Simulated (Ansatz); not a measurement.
The cell is COD entry 9008564, as deposited and not checked against the literature; nothing was relaxed.

An input for C and the output that it gave: DFT, PBE, all-electron LAPW, scalar-relativistic (Ansatz 0.2.0).

Command: `ansatz run input.yaml --threads 1 --pin off --max-ram 3072MiB --backend cpu --events-out ev --progress --plain --runs-dir out` The run took 12 s on 1 thread of Intel(R) Xeon(R) Platinum 8488C (Sapphire Rapids), with other jobs on the host, peak memory 0.42 GiB.

```yaml
crystal:
  lattice:
    - [0.0, 1.7834, 1.7834]
    - [1.7834, 0.0, 1.7834]
    - [1.7834, 1.7834, 0.0]
  atoms:
    - { symbol: C, position: [0.5, 0.5, 0.5] }
    - { symbol: C, position: [0.75, 0.75, 0.75] }
kpoints:
  mp_grid: { grid: [20, 20, 20] }
  band_path:
    path:
      - [0.0, 0.0, 0.0]
      - [0.5, 0.0, 0.5]
      - [0.625, 0.25, 0.625]
      - [0.375, 0.375, 0.75]
      - [0.0, 0.0, 0.0]
      - [0.5, 0.5, 0.5]
      - [0.5, 0.25, 0.75]
      - [0.5, 0.0, 0.5]
    npoints: 14
scf:
  occupations: { method: fermi_dirac, width: 0.08 }
hamiltonian:
  xc: pbe
  pseudopotentials: { kind: all_electron, lapw: { basis_error: 0.0005 } }
output:
  forces: true
  stress: true
  eigenvalues: true
  populations: true
  dos: { projected: true, de: 0.2, e_range: [-14, 8] }
```

What the program printed:

```
C: projections on atomic orbitals take those of the free atom 1s2 2s2 2p2, of charge +0.00 (hamiltonian.pseudopotentials.projection_atoms)
LAPW: plane waves up to 11.333 Å⁻¹, error target 5.0e-4 eV per atom; small_component_spin mean_spin; C in spheres of 0.772 Å, 6 of its electrons in bands, Dirac shells []
Engine: ansatz 0.2.0
Pseudopotentials: kind: all_electron
Pseudopotential: C, LAPW, valence charge 6, Koelling and Harmon's equation, gaussian nucleus
Functional definition: PBE
  parameter kappa = 0.804
  parameter beta = 0.06672455060314922
  exchange = pbe_x(kappa = kappa, mu = beta*pi^2/3)
  correlation = pbe_c(beta = beta)
Crystal: 2 atoms, lattice volume = 11.344 Å³
Basis set: ecut = 489.31816111235787 eV, 283 PW (Γ), exchange–correlation at level 2
Bands: 10, of which v1, the nominal top of the filled ones, is band 6 counted from 1 (5 counted from 0)
Symmetry: 48 space group operations
Space group: Fd-3m (ITA 227), of the structure as read, at distance tolerance 2.2e-5 Å
k-points: 256 of 8000
Non-local potential: C, projectors of the file, none
Initial density: superposition of atomic densities (chi_scale 0.1, normalization cell)
Initial wavefunctions: plane waves of lowest kinetic energy (no species holds an atomic orbital)
Functional: x = pbe(κ = 0.804, μ = 0.2195149727645171), c = pbe(β = 0.06672455060314922)
iter 1 solved again at ethr=1.23e-2 eV; its pass at ethr=1.00e-1 eV (dr2=1.47e0 eV) is discarded
SCF iter   1: F=—  HF=-2074.076867 eV  |F-HF|=—  |Δ(HF+E_count)|=         —  Δρ=1.35e-1  dr2=1.47e0  ethr=1.23e-2  ⟨swp⟩=2.0  Hψ=18921  notcnv=0
preconditioner: auto → none  [insulator: Δε(μ)=4.816 eV  Ē_g=19.620 eV  σ=0.080 eV  W_gap=1.00  n_scr=0 (ndim 8)  ℏωp=31.2 eV  f_vac=0.000  D(μ)=0.00/eV (n_scr^D=0)  ε∞_Penn≈3.5]
SCF iter   2: F=—  HF=-2073.531823 eV  |F-HF|=—  |Δ(HF+E_count)|=   5.45e-1  Δρ=5.39e-2  dr2=2.18e-1  ethr=1.23e-2  ⟨swp⟩=3.0  Hψ=7085  notcnv=0
iter 3 solved again at ethr=6.56e-6 eV; its pass at ethr=1.81e-3 eV (dr2=7.87e-4 eV) is discarded
SCF iter   3: F=—  HF=-2073.467471 eV  |F-HF|=—  |Δ(HF+E_count)|=   6.44e-2  Δρ=4.44e-3  dr2=7.79e-4  ethr=6.56e-6  ⟨swp⟩=2.4  Hψ=12761  notcnv=0
SCF iter   4: F=—  HF=-2073.467905 eV  |F-HF|=—  |Δ(HF+E_count)|=         —  Δρ=2.96e-4  dr2=2.57e-6  ethr=6.49e-6  ⟨swp⟩=2.2  Hψ=5699  notcnv=0
the basis was enlarged: its passes take 69.8 KiB over the memory plan, 1 of 1 planned eigensolver slots
SCF iter   5: F=-2073.467911 eV  HF=-2073.467911 eV  |F-HF|=6.35e-8  |Δ(HF+E_count)|=   6.10e-6  Δρ=3.09e-5  dr2=2.91e-8  ethr=2.14e-8  ⟨swp⟩=3.0  Hψ=6650  notcnv=0
SCF 1 converged in 5 iterations: F = -2073.467911 eV  dr2 = 2.91e-8
NSCF: frozen V_eff on 99 k-points
SCF converged after 5 iterations
Free energy (F): -2073.467911 eV
Harris-Foulkes:  -2073.467911 eV  (|F-HF|=6.35e-8)
Internal energy: -2073.467911 eV  (E = F + TS)
E sigma→0 (E₀):  -2073.467911 eV
Fermi energy:    15.679971 eV
--- Per-component energies (eV) ---
  E_band       = -971.393839
  E_kinetic    = 2066.197145
  E_xc         = -295.485079
  E_electrostatic = -3844.179977  (all electrons and nuclei)
  E_smearing   = -0.000000  (= −TS)
  E_closure    = 0.000000  (closes the sum)
  E_atoms      = -2055.265647  (free atoms, spherical and without spin; not in F)
  Σ components = -2073.467911   (vs F -2073.467911, Δ=0.00e0)
  Basis errors (estimates in eV, not in F): energy 3.2e-4 per atom: plane waves 3.0e-4 (2.0e-4 summed), levels above the bands 7.1e-83, relativity 1.0e-8, radial functions 1.8e-5, core shells 0.0e0; eigenvalues (radial functions only) 1.0e-6; not estimated: angular momenta, meshes, grids; target (lapw.basis_error) 5.0e-4; muffin-tin radii C 0.772 Å
--- Forces (eV/Å), atoms counted from 1 ---
  atom   1  C      0.00000000     0.00000000     0.00000000
  atom   2  C      0.00000000     0.00000000     0.00000000
  max |Σ_I F_I| component: 3.70e-17 eV/Å
--- Stress (GPa, compression-positive) ---
        1.732498       0.000000      -0.000000
        0.000000       1.732498       0.000000
       -0.000000       0.000000       1.732498
  P = ⅓ Tr σ = 1.7325 GPa (17.325 kbar)
--- Band table (eV; the first three rows and the last of 256) ---
  k-point 0: bands = ["-252.1688", "-252.1570", "-7.8417", "13.6273", "13.6273", "13.6273", "19.2272", "19.2272", "19.2272", "26.9645"]
  k-point 1: bands = ["-252.1687", "-252.1571", "-7.7725", "13.1436", "13.5039", "13.5039", "19.3884", "19.3884", "19.5251", "27.0240"]
  k-point 2: bands = ["-252.1686", "-252.1572", "-7.5651", "11.9536", "13.1816", "13.1816", "19.8130", "19.8130", "20.1691", "27.2011"]
  k-point 255: bands = ["-252.1629", "-252.1629", "1.6586", "1.6586", "5.3088", "5.3088", "24.2538", "24.2538", "25.9513", "25.9513"]
--- Löwdin populations: 2 sites ---
  site symbol       q [e]
     0      C      5.9849
     1      C      5.9849
  spilling = 0.002525 (of n_electrons = 12.000000)
```
